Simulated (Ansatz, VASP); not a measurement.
# One calculation of CdF2, two programs

INCAR

```
PREC = Accurate
ENCUT = 520
EDIFF = 1E-7
ISMEAR = 0
SIGMA = 0.01
LREAL = False
LASPH = True
NELM = 80
ALGO = Normal
ISIF = 2
LWAVE = False
LCHARG = True
GGA = CA
LELF = True
LVHAR = True
NBANDS = 20
```

File KPOINTS:

```
regular mesh
0
Gamma
  8 8 8
```

The input POSCAR:

```
CdF2
1.0
    0.0000000000      2.6940000000      2.6940000000
    2.6940000000      0.0000000000      2.6940000000
    2.6940000000      2.6940000000      0.0000000000
Cd F
1 2
Direct
    0.0000000000      0.0000000000      0.0000000000
    0.7500000000      0.7500000000      0.7500000000
    0.2500000000      0.2500000000      0.2500000000
```

input.yaml

```yaml
crystal:
  lattice:
    - [0.0, 2.694, 2.694]
    - [2.694, 0.0, 2.694]
    - [2.694, 2.694, 0.0]
  atoms:
    - { symbol: Cd, position: [0.0, 0.0, 0.0] }
    - { symbol: F, position: [0.75, 0.75, 0.75] }
    - { symbol: F, position: [0.25, 0.25, 0.25] }
kpoints:
  mp_grid: { grid: [8, 8, 8] }
  band_path:
    path:
      - [0.0, 0.0, 0.0]
      - [0.5, 0.0, 0.5]
      - [0.625, 0.25, 0.625]
      - [0.375, 0.375, 0.75]
      - [0.5, 0.5, 0.5]
      - [0.5, 0.25, 0.75]
      - [0.25, -0.5, -0.25]
    npoints: 1
hamiltonian:
  xc: lda
scf:
  occupations: { method: fixed }
  n_extra_bands: 4
output:
  forces: true
  stress: true
  eigenvalues: true
```

Alike in both runs: functional LDA; k mesh 8 × 8 × 8; no spin polarisation.

```csv
,VASP,Ansatz
version,VASP 6.6.1,Ansatz 0.2.0
potentials or method,"VASP PAW LDA potentials, release 64 (Cd, F)",Ansatz PAW
plane-wave cutoff (eV),520,420
occupations,"gaussian, width 0.01 eV",fixed
valence electrons in the cell,26,34
task,single point,band structure
```

Ansatz gave:

| Property | Result |
| --- | --- |
| gap on the k mesh at the Fermi level (eV) | 2.81 |
| least direct gap on the mesh (eV) | 3.29 |
| pressure (GPa) | -5.7 |

Question: Estimate VASP's values.

Answer: gap on the k mesh at the Fermi level (eV): 2.80; least direct gap on the mesh (eV): 3.28; pressure (GPa): -4.7.

The two sets of potentials don't hold the same shells in valence.

Caveats: the PAW data sets come from PBE, with cores solved anew for the run's functional, which leaves a small shift of forces and pressure (Ansatz). A k mesh can miss the band edges.
